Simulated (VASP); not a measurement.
Method: r2SCAN meta-GGA, VASP's PBE PAW potentials (set 64) (plane waves; VASP 6.6.1).

The input files of a VASP run:

**INCAR**
```
! general
SYSTEM   =  GeO2
PREC     =  Accurate
ENCUT    =  520
LREAL    =  .FALSE.   ! projection in real space or not
LASPH    =  .TRUE.   ! aspherical one-centre terms

! electronic loop
EDIFF    =  1E-7   ! SCF stop (eV)
NELM     =  100   ! most electronic steps
ALGO     =  Normal   ! blocked Davidson
LMAXMIX  =  4   ! l cut-off of mixed one-centre charges
LMIXTAU  =  .TRUE.

! smearing
ISMEAR   =  -5   ! tetrahedra, Bloechl

! functional
METAGGA  =  R2SCAN

! ions
ISIF     =  2

! output
LWAVE    =  .FALSE.
LCHARG   =  .FALSE.
LORBIT   =  11   ! lm-projected
NEDOS    =  601   ! DOS grid

! other
LEFG     =  .TRUE.
```

### KPOINTS_OPT
```
k-points along high-symmetry lines
6
Line-mode
Reciprocal
  0.000000   0.000000   0.000000 ! GAMMA
  0.500000  -0.000000   0.000000 ! M

  0.500000  -0.000000   0.000000 ! M
  0.333333   0.333333   0.000000 ! K

  0.333333   0.333333   0.000000 ! K
  0.000000   0.000000   0.000000 ! GAMMA

  0.000000   0.000000   0.000000 ! GAMMA
  0.000000   0.000000   0.500000 ! A

  0.000000   0.000000   0.500000 ! A
  0.500000  -0.000000   0.500000 ! L

  0.500000  -0.000000   0.500000 ! L
  0.333333   0.333333   0.500000 ! H

  0.333333   0.333333   0.500000 ! H
  0.000000   0.000000   0.500000 ! A

  0.500000  -0.000000   0.500000 ! L
  0.500000  -0.000000   0.000000 ! M

  0.333333   0.333333   0.500000 ! H
  0.333333   0.333333   0.000000 ! K
```

### KPOINTS
```
Automatic mesh
0
Gamma
6 6 5
0 0 0
```

**POSCAR**
```
GeO2
1.0
  2.5031858091  -4.3356453690   0.0000000000
  2.5031858091   4.3356453690   0.0000000000
  0.0000000000   0.0000000000   5.6761568462
Ge O
3 6
Direct
  1.0000000000   0.4514608816   0.3333330000
  0.5485391184   0.5485391184   1.0000000000
  0.4514608816   1.0000000000   0.6666670000
  0.3023849767   0.3962070965   0.2434365224
  0.6037929035   0.9061778802   0.9101035224
  0.6976150234   0.0938221198   0.4232294776
  0.9061778802   0.6037929035   0.0898964776
  0.3962070965   0.3023849767   0.7565634776
  0.0938221198   0.6976150234   0.5767705224
```

POTCAR, in this order: Ge_d O (PBE.64 set). Program: vasp_std.

The run wrote:

### OUTCAR
```
 ion  position               nearest neighbor table
   1  0.000  0.451  0.333-   6 1.75   4 1.75   7 1.75   9 1.75
   2  0.549  0.549  0.000-   5 1.75   7 1.75   4 1.75   8 1.75
   3  0.451  0.000  0.667-   9 1.75   8 1.75   5 1.75   6 1.75
   4  0.302  0.396  0.243-   1 1.75   2 1.75
   5  0.604  0.906  0.910-   2 1.75   3 1.75
   6  0.698  0.094  0.423-   1 1.75   3 1.75
   7  0.906  0.604  0.090-   2 1.75   1 1.75
   8  0.396  0.302  0.757-   3 1.75   2 1.75
   9  0.094  0.698  0.577-   3 1.75   1 1.75
  LATTYP: Found a hexagonal cell.
 ALAT       =     5.0063719359
 C/A-ratio  =     1.1337864863
 Subroutine PRICEL returns:
 Original cell was already a primitive cell.
 Subroutine GETGRP returns: Found  6 space group operations
The static configuration has the point symmetry C_2 .
 The point group associated with its full space group is D_3 .
The dynamic configuration has the point symmetry C_2 .
 Subroutine INISYM returns: Found  6 space group operations
 Subroutine IBZKPT returns following result:
 Found     27 irreducible k-points:

 Following reciprocal coordinates:
            Coordinates               Weight
  0.000000  0.000000  0.000000      1.000000
  0.166667 -0.000000  0.000000      6.000000
  0.333333 -0.000000  0.000000      6.000000
  0.500000 -0.000000  0.000000      3.000000
  0.166667  0.166667  0.000000      6.000000
  0.333333  0.166667  0.000000     12.000000
  0.333333  0.333333  0.000000      2.000000
  0.000000  0.000000  0.200000      2.000000
  0.166667 -0.000000  0.200000      6.000000
 -0.000000  0.166667  0.200000      6.000000
  0.333333 -0.000000  0.200000      6.000000
 -0.000000  0.333333  0.200000      6.000000
  0.500000 -0.000000  0.200000      6.000000
  0.166667  0.166667  0.200000     12.000000
  0.333333  0.166667  0.200000     12.000000
 -0.166667  0.500000  0.200000     12.000000
  0.333333  0.333333  0.200000      4.000000
  0.000000  0.000000  0.400000      2.000000
  0.166667 -0.000000  0.400000      6.000000
 -0.000000  0.166667  0.400000      6.000000
  0.333333 -0.000000  0.400000      6.000000
 -0.000000  0.333333  0.400000      6.000000
  0.500000 -0.000000  0.400000      6.000000
  0.166667  0.166667  0.400000     12.000000
  0.333333  0.166667  0.400000     12.000000
 -0.166667  0.500000  0.400000     12.000000
  0.333333  0.333333  0.400000      4.000000
   k-points           NKPTS =     27   k-points in BZ     NKDIM =     27   number of bands    NBANDS=     46
   number of dos      NEDOS =    601   number of ions     NIONS =      9
   total plane-waves  NPLWV =  67200
   dimension x,y,z NGX =    40 NGY =   40 NGZ =   42
   dimension x,y,z NGXF=    80 NGYF=   80 NGZF=   84
   ions per type =               3   6
   PREC   = accura    normal or accurate (medium, high low for compatibility)
   ISTART =      0    job   : 0-new  1-cont  2-samecut
   ICHARG =      2    charge: 1-file 2-atom 10-const
   ISPIN  =      1    spin polarized calculation?
   LNONCOLLINEAR =      F non collinear calculations
   LSORBIT =      F    spin-orbit coupling
   INIWAV =      1    electr: 0-lowe 1-rand  2-diag
   ENCUT  =  520.0 eV  38.22 Ry    6.18 a.u.   9.31  9.31 10.55*2*pi/ulx,y,z
   NELM   =    100;   NELMIN=  2; NELMDL= -5     # of ELM steps
   EDIFF  = 0.1E-06   stopping-criterion for ELM
   LREAL  =      F    real-space projection
   NLSPLINE    = F    spline interpolate recip. space projectors
   LMAXMIX     =    4 max onsite mixed and CHGCAR
   VOSKOWN=      0    Vosko Wilk Nusair interpolation
   EDIFFG = 0.1E-05   stopping-criterion for IOM
   NSW    =      0    number of steps for IOM
   NBLOCK =      1;   KBLOCK =      1    inner block; outer block
...
```

### OSZICAR
```
       N       E                     dE             d eps       ncg     rms          rms(c)
DAV:   1     0.112311907891E+04    0.11231E+04   -0.38288E+04  3330   0.414E+03
DAV:   2     0.123308884761E+03   -0.99981E+03   -0.95520E+03  2714   0.116E+03
DAV:   3    -0.101185689560E+03   -0.22449E+03   -0.22090E+03  2776   0.289E+02
DAV:   4    -0.119302151302E+03   -0.18116E+02   -0.18022E+02  3064   0.996E+01
DAV:   5    -0.119803358926E+03   -0.50121E+00   -0.50004E+00  3040   0.161E+01    0.180E+01
DAV:   6    -0.994309239475E+02    0.20372E+02   -0.22770E+01  3808   0.970E+01    0.633E+00
DAV:   7    -0.912876479951E+02    0.81433E+01   -0.41782E+00  3596   0.151E+01    0.363E+00
DAV:   8    -0.101777239530E+03   -0.10490E+02   -0.30983E+00  3596   0.214E+01    0.186E+00
DAV:   9    -0.943804036967E+02    0.73968E+01   -0.88072E-01  2538   0.892E+00    0.528E-01
DAV:  10    -0.941418827520E+02    0.23852E+00   -0.52350E-01  2610   0.440E+00    0.538E-01
DAV:  11    -0.932571115243E+02    0.88477E+00   -0.20573E-01  2586   0.343E+00    0.356E-01
DAV:  12    -0.932671735037E+02   -0.10062E-01   -0.45653E-03  3442   0.527E-01    0.342E-01
DAV:  13    -0.932372438861E+02    0.29930E-01   -0.43784E-02  3316   0.263E+00    0.958E-02
DAV:  14    -0.932632355899E+02   -0.25992E-01   -0.97050E-03  2688   0.682E-01    0.118E-01
DAV:  15    -0.932652588569E+02   -0.20233E-02   -0.12349E-03  3418   0.590E-01    0.918E-02
DAV:  16    -0.932628362777E+02    0.24226E-02   -0.13362E-03  3242   0.622E-01    0.378E-02
DAV:  17    -0.932651285415E+02   -0.22923E-02   -0.17248E-03  3326   0.334E-01    0.184E-02
DAV:  18    -0.932655180765E+02   -0.38953E-03   -0.12704E-04  2944   0.829E-02    0.144E-02
DAV:  19    -0.932657437475E+02   -0.22567E-03   -0.14046E-04  2778   0.754E-02    0.115E-02
DAV:  20    -0.932656574966E+02    0.86251E-04   -0.44372E-05  3448   0.113E-01    0.682E-03
DAV:  21    -0.932657508585E+02   -0.93362E-04   -0.21775E-05  3024   0.456E-02    0.540E-03
DAV:  22    -0.932657835825E+02   -0.32724E-04   -0.18383E-05  2808   0.303E-02    0.147E-03
DAV:  23    -0.932657850706E+02   -0.14881E-05   -0.18941E-06  2562   0.965E-03    0.683E-04
DAV:  24    -0.932657874269E+02   -0.23563E-05   -0.55058E-07  2588   0.861E-03    0.771E-04
DAV:  25    -0.932657874803E+02   -0.53413E-07   -0.12650E-07  2356   0.336E-03
   1 F= -.93265787E+02 E0= -.93265787E+02  d E =0.000000E+00
       N       E                     dE             ncg
       N       E                     dE             ncg
```

**OUTCAR**
```
------------------------ aborting loop because EDIFF is reached ----------------------------------------
  FORCE on cell =-STRESS in cart. coord.  units (eV):
  Direction    XX          YY          ZZ          XY          YZ          ZX
  --------------------------------------------------------------------------------------
  Total       -0.0665098     -0.0665099      0.0667432      0.0000000      0.0000000      0.0000000
  in kB       -0.8648989     -0.8648990      0.8679338      0.0000000      0.0000000      0.0000000
  external PRESSURE =      -0.2872880 kB  Pullay stress =       0.0000000 kB
  volume of cell :      123.21
      direct lattice vectors                 reciprocal lattice vectors
     2.503185809 -4.335645369  0.000000000     0.199745460 -0.115323085  0.000000000
     2.503185809  4.335645369  0.000000000     0.199745460  0.115323085  0.000000000
     0.000000000  0.000000000  5.676156846     0.000000000  0.000000000  0.176175540
 POSITION                                       TOTAL-FORCE (eV/Angst)
 -----------------------------------------------------------------------------------
      1.13009      1.95737      1.89205        -0.007108     -0.012311      0.000000
      2.74619      0.00000      0.00000         0.014216     -0.000000      0.000000
      1.13009     -1.95737      3.78411        -0.007108      0.012311      0.000000
      1.74871      0.40678      1.38178         0.009452     -0.011438      0.002402
      3.77974      1.31103      5.16589         0.005180      0.013904      0.002402
      1.98111     -2.61783      2.40232        -0.014631      0.002466     -0.002402
      3.77974     -1.31103      0.51027         0.005180     -0.013904     -0.002402
      1.74871     -0.40678      4.29437         0.009452      0.011438     -0.002402
      1.98111      2.61783      3.27384        -0.014631     -0.002466      0.002402
 -----------------------------------------------------------------------------------
    total drift:                                0.000510     -0.000392      0.000011
  FREE ENERGIE OF THE ION-ELECTRON SYSTEM (eV)
  ---------------------------------------------------
  free  energy   TOTEN  =       -93.2657874803 eV

  energy  without entropy=      -93.2657874803  energy(sigma->0) =      -93.26578748

 total charge

# of ion       s       p       d       tot
------------------------------------------
    1        0.929   1.302  10.503  12.734
    2        0.929   1.302  10.503  12.734
    3        0.929   1.302  10.503  12.734
    4        1.564   3.562   0.000   5.126
    5        1.564   3.562   0.000   5.126
    6        1.564   3.562   0.000   5.126
    7        1.564   3.562   0.000   5.126
    8        1.564   3.562   0.000   5.126
    9        1.564   3.562   0.000   5.126
--------------------------------------------------
tot         12.171  25.280  31.509  68.960

 Electric field gradients after diagonalization (V/A^2)
 (convention: |V_zz| > |V_xx| > |V_yy|)
----------------------------------------------------------------------
 ion       V_xx      V_yy      V_zz     asymmetry (V_yy - V_xx)/ V_zz
----------------------------------------------------------------------
   1      12.538     2.945   -15.483       0.620
   2      12.544     2.941   -15.485       0.620
   3      12.538     2.946   -15.483       0.620
   4     -98.041   -24.612   122.653       0.599
   5     -98.042   -24.612   122.653       0.599
   6     -98.043   -24.611   122.654       0.599
   7     -98.042   -24.612   122.653       0.599
   8     -98.041   -24.612   122.653       0.599
   9     -98.043   -24.611   122.654       0.599
```
(Selected blocks of OUTCAR.)

The compound is GeO2 in the quartz structure, a metastable form; rutile is stable. It was relaxed first.
